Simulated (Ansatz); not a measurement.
How Ag stores the work of compression

These are results of DFT PBEsol, scalar-relativistic, plane waves, PAW (Ansatz 0.2.0), not measurements. Settings: 420 eV cutoff, 18×18×18 k-mesh, Gaussian smearing of 0.10 eV, no spin polarisation.

Starting point, cell and atoms relaxed:

```
CELL_PARAMETERS angstrom
0.00000 2.02722 2.02722
2.02722 0.00000 2.02722
2.02722 2.02722 0.00000
ATOMIC_POSITIONS crystal
Ag 0.00000 0.00000 0.00000
```

Cell and atoms were relaxed at each target pressure within the start's symmetry (Fm-3m), at zero temperature; other phases can be more stable under pressure. H = E + PV with P the target; E is the free energy at the smearing used, whose derivative the pressure is, per atom and counted from zero pressure.

```tsv
P (GPa)	V (Å³/atom)	E − E0 (meV)	H − H0 (meV)
0	16.662	0.0	0.0
2	16.399	1.6	206.3
5	16.049	9.2	510.0
10	15.556	32.0	1002.9
20	14.788	102.7	1948.7
40	13.721	297.7	3723.3
```

Q: Thermodynamics gives dH/dP = V along a relaxed path. Integrate V over P by the trapezoid rule and compare with the computed enthalpies.

A: With 1 eV/Å³ = 160.22 GPa, each step adds the mean volume times ΔP / 160.22:
| P (GPa) | ∫V dP (meV) | H − H0 (meV) | difference (meV) |
| --- | --- | --- | --- |
| 2 | 206.4 | 206.3 | 0.0 |
| 5 | 510.1 | 510.0 | 0.1 |
| 10 | 1003.3 | 1002.9 | 0.4 |
| 20 | 1950.3 | 1948.7 | 1.6 |
| 40 | 3729.7 | 3723.3 | 6.4 |

V(P) curves upward, so the trapezoid rule runs high; integrating a smooth curve through the same points (P as a polynomial of degree 4 in ln V) puts that excess at about 6.2 meV at 40 GPa, against the 6.4 meV found.

Q: At 40 GPa, how much of the enthalpy change is stored energy and how much is the PV term?

A: E rises by 298 meV/atom and PV is 40 × 13.721 / 160.22 = 3426 meV/atom, so PV makes 92 % of ΔH. So between rival structures at high pressure a small difference in volume can outweigh the difference in energy: 1 % of this volume is worth 34.3 meV/atom at this pressure.

Q: What bulk modulus do the lowest pressures give?

A: From the pressures that the runs reached, -2.00 GPa (16.957 Å³) and 2.00 GPa (16.399 Å³), B = −ΔP/Δln V = 4.00 / 0.0335 = 119 GPa, a mean over that range.

Silver stiffens steadily as it is squeezed: the first 20 GPa reduce the volume from 16.662 to 14.788 Å³/atom, while the next 20 GPa only bring it down to 13.721. The stored energy therefore grows faster than the pressure but more slowly than its square, the law for a solid of constant stiffness. The likely origin is the full 4d shell. As neighbouring atoms approach, overlap between filled d states adds a steeply rising Pauli repulsion to the growing kinetic energy of the sp electrons, and the bonding gains cannot keep pace.

Only the rise in E is work stored in the metal; the much larger PV term belongs to the enthalpy balance with the surroundings. The bulk modulus of 119 GPa is somewhat above the measured value for silver, probably because the functional binds this metal slightly too strongly and thermal softening is absent. Resistance to shear, which governs strength and mechanical stability, cannot be inferred from this hydrostatic curve.
